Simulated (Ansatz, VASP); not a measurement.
## One calculation of Os, two programs

The input INCAR:

```
ALGO = Normal ; EDIFF = 1E-8
ENCUT = 520 ; GGA = CA
ISIF = 2 ; ISMEAR = -1
LASPH = True ; LCHARG = False
LEFG = True ; LREAL = False
LWAVE = False ; NBANDS = 10
NELM = 80 ; PREC = Accurate
SIGMA = 0.03
```

Contents of KPOINTS:

```
k-points
0
Gamma
  14 14 14
```

The input POSCAR:

```
Os
1.0
    0.0000000000      1.9450000000      1.9450000000
    1.9450000000      0.0000000000      1.9450000000
    1.9450000000      1.9450000000      0.0000000000
Os
1
Direct
    0.0000000000      0.0000000000      0.0000000000
```

Input for Ansatz:

```yaml
crystal:
  lattice:
    - [0.0, 1.945, 1.945]
    - [1.945, 0.0, 1.945]
    - [1.945, 1.945, 0.0]
  atoms:
    - { symbol: Os, position: [0.0, 0.0, 0.0] }
kpoints:
  mp_grid: { grid: [14, 14, 14] }
  band_path:
    path:
      - [0.0, 0.0, 0.0]
      - [0.5, 0.0, 0.5]
      - [0.625, 0.25, 0.625]
      - [0.375, 0.375, 0.75]
      - [0.0, 0.0, 0.0]
      - [0.5, 0.5, 0.5]
      - [0.5, 0.25, 0.75]
      - [0.5, 0.0, 0.5]
    npoints: 5
scf:
  occupations: { method: fermi_dirac, width: 0.03 }
hamiltonian:
  xc: lda
  pseudopotentials: { kind: paw }
output:
  forces: true
  stress: true
  eigenvalues: true
  efg: { contact_densities: true }
```

Alike in both runs: task electric field gradients; functional LDA; k mesh 14 × 14 × 14; occupations fermi-dirac, width 0.03 eV; no spin polarisation.

|  | VASP | Ansatz |
| --- | --- | --- |
| version | VASP 6.6.1 | Ansatz 0.2.0 |
| potentials or method | VASP PAW LDA potentials, release 64 (Os) | PAW with Ansatz's default frozen-core files, scalar-relativistic |
| plane-wave cutoff (eV) | 520 | 420 |
| valence electrons in the cell | 8 | 16 |

Ansatz gave:

```
pressure (GPa)                                                 : -25.3
Vzz of the field gradient on the site that differs most (V/Å²) : 0.0
```

Problem. Estimate VASP's values.

Solution. Pressure (GPa): -24.9; Vzz of the field gradient on the site that differs most (V/Å²): 0.0.

The two sets of potentials don't hold the same shells in valence. Ansatz warned: «gradients_without_spin_orbit».

Caveats: so large a pressure means that the cell lies far from this level's equilibrium, or that cutoff or potentials fall short (VASP). The runs have no spin-orbit coupling, so splittings on Os are missing.
